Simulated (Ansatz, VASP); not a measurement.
**Pd: VASP beside Ansatz**

INCAR

```
PREC     = Accurate       # precision mode
ENCUT    = 600            # plane-wave cutoff, eV
EDIFF    = 1E-6           # SCF threshold, eV
ISMEAR   = 0              # smearing method
SIGMA    = 0.1            # smearing width, eV
LREAL    = F              # projectors in reciprocal space
LASPH    = T              # aspherical terms in the spheres
NELM     = 100            # most SCF steps
ALGO     = Normal         # electronic algorithm
ISIF     = 3              # what is computed and relaxed
LWAVE    = F              # write WAVECAR
LCHARG   = F              # write CHGCAR
GGA      = PS             # functional
IBRION   = 2              # ionic algorithm
NSW      = 90             # ionic steps
EDIFFG   = -0.04          # ionic threshold
```

Contents of KPOINTS:

```
regular mesh
0
Gamma
  6 6 6
```

File POSCAR:

```
Pd
1.0
    4.6208558455      0.0000000000      0.0000000000
   -2.3104279228      4.0017785495      0.0000000000
    0.0000000000      0.0000000000      2.8327855401
Pd
3
Direct
    0.0000000000      0.0000000000      0.0000000000
    0.3333333333      0.6666666667      0.5000000000
    0.6666666667      0.3333333333      0.5000000000
```

Input for Ansatz:

```yaml
crystal:
  lattice:
    - [4.6208558455, 0.0, 0.0]
    - [-2.3104279228, 4.0017785495, 0.0]
    - [0.0, 0.0, 2.8327855401]
  atoms:
    - { symbol: Pd, position: [0.0, 0.0, 0.0] }
    - { symbol: Pd, position: [0.3333333333, 0.6666666667, 0.5] }
    - { symbol: Pd, position: [0.6666666667, 0.3333333333, 0.5] }
basis:
  ecutwfc: 420
kpoints:
  mp_grid: { grid: [6, 6, 6] }
hamiltonian:
  xc: pbesol
scf:
  occupations: { method: gaussian, width: 0.1 }
  lower_state_search: "off"
output:
  forces: true
  stress: true
  eigenvalues: true
relax:
  adjacent_minimum: "off"
  f_tol: 0.04
  max_steps: 70
  cell: { stress_tol: 0.4 }
```

Alike in both runs: task relaxation of cell and atoms; functional PBEsol; k mesh 6 × 6 × 6; occupations gaussian, width 0.1 eV; no spin polarisation.

|  | VASP | Ansatz |
| --- | --- | --- |
| version | VASP 6.6.1 | Ansatz 0.2.0 |
| potentials or method | VASP PAW PBE potentials, release 64 (Pd) | scalar-relativistic, plane waves, PAW |
| plane-wave cutoff (eV) | 600 | 420 |
| valence electrons in the cell | 30 | 54 |

|  | VASP | Ansatz | Ansatz less VASP |
| --- | --- | --- | --- |
| gap on the k mesh at the Fermi level, each at its own relaxed structure (eV) | none | none | - |
| relaxed volume (Å³/atom) | 14.81 | 14.88 | +0.071 |
| relaxed cell length with the largest relative difference (Å) | 2.644 | 2.650 | +0.0056 |
| energy change over the relaxation (meV/atom) | -200 | -195 | +4.1 |

A gap of «none» marks a metal or a gap that the smearing closes. The two sets of potentials don't hold the same shells in valence.

Caveats: the k mesh is coarse (spacing up to 0.37 Å⁻¹), so the values aren't converged; the volume moved by over 15 % at a fixed basis, so the end points are rough (VASP); the PAW data sets were made with another functional, which shifts forces and pressure a little (VASP).
